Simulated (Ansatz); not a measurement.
# BaS (Fm-3m): relaxation of cell and ions in Python

What cell does BaS (Fm-3m) relax to? The task is a relaxation of cell and ions, for BaS (Fm-3m).

Computed with Ansatz 0.2.0, driven from Python. Level of theory: DFT PBE, plane waves, PAW.

### 1 The structure

It takes space group Fm-3m (No. 225, cubic). Conventional cell: a = 6.388 Å, b = 6.388 Å, c = 6.388 Å, α = 90.00°, β = 90.00°, γ = 90.00°. Ba (site symmetry m-3m) has 6 S at 3.19 Å as nearest neighbours. Around S (site symmetry m-3m) lie 6 Ba at 3.19 Å.

The script holds or builds the structure itself.

### 2 Script

File bas.py:

```python
"""Variable-cell relaxation of BaS."""

from dataclasses import dataclass
from pathlib import Path
import warnings

import ansatz as az
from ase import Atoms
from ase.io.cube import read_cube_data
from ase.neighborlist import neighbor_list
from ase.units import Bohr
import matplotlib.pyplot as plt
import numpy as np


@dataclass(frozen=True)
class Options:
    xc: str = "PBE"
    cutoff: int = 420
    kgrid: tuple[int, ...] = (6, 6, 6)
    occupations: str = "Gaussian"


cfg = Options()

def edges_and_angles(cell):
    cell = np.asarray(cell)
    a, b, c = np.linalg.norm(cell, axis=1)
    cosines = cell[1] @ cell[2] / (b * c), cell[0] @ cell[2] / (a * c), cell[0] @ cell[1] / (a * b)
    return (a, b, c, *np.degrees(np.arccos(cosines)))

warnings.simplefilter("ignore", az.DeckWarning)

lattice = az.Lattice.of(
    (0.0, 3.19375, 3.19375),
    (3.19375, 0.0, 3.19375),
    (3.19375, 3.19375, 0.0),
)
sites = [
    ("Ba", (0.0, 0.0, 0.0)),
    ("S", (0.5, 0.5, 0.5)),
]
crystal = az.Crystal(lattice=lattice)
for symbol, position in sites:
    crystal = crystal.atom(symbol, position)

# a pressure is positive in compression
model = (
    crystal.calculation()
    .functional(cfg.xc)
    .basis(cfg.cutoff)
    .kpoints(*cfg.kgrid)
    .occupations(cfg.occupations)
    .relax(max_steps=60, pressure=20)
    .density()
    .output_files(volumetric_format="cube")
)
steps = []


def collect(event):
    if event["event"] == "relax_step":
        steps.append(event["data"])


result = model.session().plan().execute(on_event=collect)
data = result.report
print("step   energy (eV)     max comp. (eV/A)   P (GPa)  SCF")
for s in steps:
    print(f"{s['step']:4d} {s['lagrangian_ev']:15.5f} {s['allowed_force_max_ev_ang']:12.4f} {s['pressure_gpa']:10.3f} {s['n_scf']:5d}")

first, last = steps[0], steps[-1]
symbols = [site.symbol for site in result.lattice.sites]
print(f"energy gained {first['lagrangian_ev'] - last['lagrangian_ev']:.4f} eV in {len(steps) - 1} steps")
for label, vectors in (("before", first["cell_ang"]), ("after", result.lattice.cell_ang)):
    print(label, "a b c (A) {:.4f} {:.4f} {:.4f}  angles {:.2f} {:.2f} {:.2f}".format(*edges_and_angles(vectors)), f" V = {abs(np.linalg.det(vectors)):.3f} A^3")
print("final stress xx yy zz (GPa, compression positive):", np.round(np.diag(data["stress_gpa"]), 3) + 0.0)

final = Atoms(symbols, positions=last["positions_ang"], cell=result.lattice.cell_ang, pbc=True)
i, j, d = neighbor_list("ijd", final, 4.5)
print("neighbours within 1.2 times the shortest distance of each atom (A)")
for atom in range(len(final)):
    near = [m for m in np.argsort(d) if i[m] == atom]
    shell = [m for m in near if d[m] < 1.2 * d[near[0]]]
    print(f"{symbols[atom]}{atom} ({len(shell)}):", ", ".join(f"{symbols[j[m]]} {d[m]:.3f}" for m in shell))

fig, (top, bottom) = plt.subplots(2, 1, sharex=True, figsize=(4.5, 4))
top.plot([s["lagrangian_ev"] - last["lagrangian_ev"] for s in steps], "o-")
top.set_ylabel("E - E(final) (eV)")
bottom.semilogy([max(s["allowed_force_max_ev_ang"], 1e-6) for s in steps], "s-")
bottom.set(xlabel="step", ylabel="largest force (eV/A)")
fig.tight_layout()
fig.savefig("relax.png", dpi=100)

print("atom   start x y z (A)              end x y z (A)")
for symbol, a, b in zip(symbols, first["positions_ang"], last["positions_ang"]):
    print(f"{symbol:3s}", " ".join(f"{v:8.4f}" for v in a), "  ", " ".join(f"{v:8.4f}" for v in b))

print("%-22s %14.5f eV" % ("F = E - TS", data["free_energy_ev"]))
print("%-22s %14.5f eV" % ("E", data["internal_energy_ev"]))
print("%-22s %14.5f eV" % ("Harris-Foulkes", data["harris_foulkes_ev"]))
print("%-22s %14.5f eV" % ("Fermi level", data["fermi_energy_ev"]))

# cube files hold the density in electrons per cubic bohr
folder = Path(result.write_results("cubes"))
print("\n".join((folder / "rho.cube").read_text().splitlines()[: 6 + 2]))
values, cube_atoms = read_cube_data(str(folder / "rho.cube"))
print("electrons from the file:", round(values.mean() * cube_atoms.get_volume() / Bohr ** 3, 3))
```

### 3 What the engine is handed

The package turns the script's settings into the engine's input:

```yaml
crystal:
  lattice:
    - [0.0, 3.19375, 3.19375]
    - [3.19375, 0.0, 3.19375]
    - [3.19375, 3.19375, 0.0]
  atoms:
    - { symbol: Ba, position: [0.0, 0.0, 0.0] }
    - { symbol: S, position: [0.5, 0.5, 0.5] }
basis:
  ecutwfc: 420.0
kpoints:
  mp_grid:
    grid: [6, 6, 6]
hamiltonian:
  xc: pbe
scf:
  occupations:
    method: gaussian
relax:
  max_steps: 60
  cell:
    p_target: 20.0
output:
  write_density: true
  volumetric_format: cube
```

### 4 Launch

The run is started by

```
python bas.py
```

Without the output at hand: what should come out? Wanted: free energy; moves of the relaxation; last largest force component; relaxed conventional cell; space group at the end.

As calculated:

| quantity | value |
| --- | --- |
| free energy | -6855.1055 eV (-3427.5528 eV/atom) |
| moves of the relaxation | 4 |
| last largest force component | 0.0000 eV/Å |
| relaxed conventional cell | a = 5.885 Å, b = 5.885 Å, c = 5.885 Å, α = 90.00°, β = 90.00°, γ = 90.00° |
| space group at the end | Fm-3m |

In words: Over 4 moves the cell shrank by 21.8 % in volume under the 20 GPa asked, and the space group stayed Fm-3m. Forces vanish by symmetry, so the ions can't move, and the end may be a saddle. Part of the cell is held or a pressure is applied, so the end point needn't be the zero-pressure lattice. At a fixed pressure a relaxation lowers the enthalpy F + PV, while F alone can rise. Only differences from the Fermi energy are physical; the zero of the scale is a convention. Energies along a relaxation are free energies. Rows at an unchanged volume are solved on a plane-wave basis chosen afresh for that cell, so the energy jumps there and such rows are no steps of the walk. Edges and angles that the script prints are those of the cell as typed, here a primitive one. Symmetry holds the cell in this phase, whether or not it is the stable one at this pressure. In a crystal with a gap the Fermi level's place inside it depends on smearing and mesh. The fields are valence quantities on the plane-wave grid; their values near the nuclei depend on the potentials.
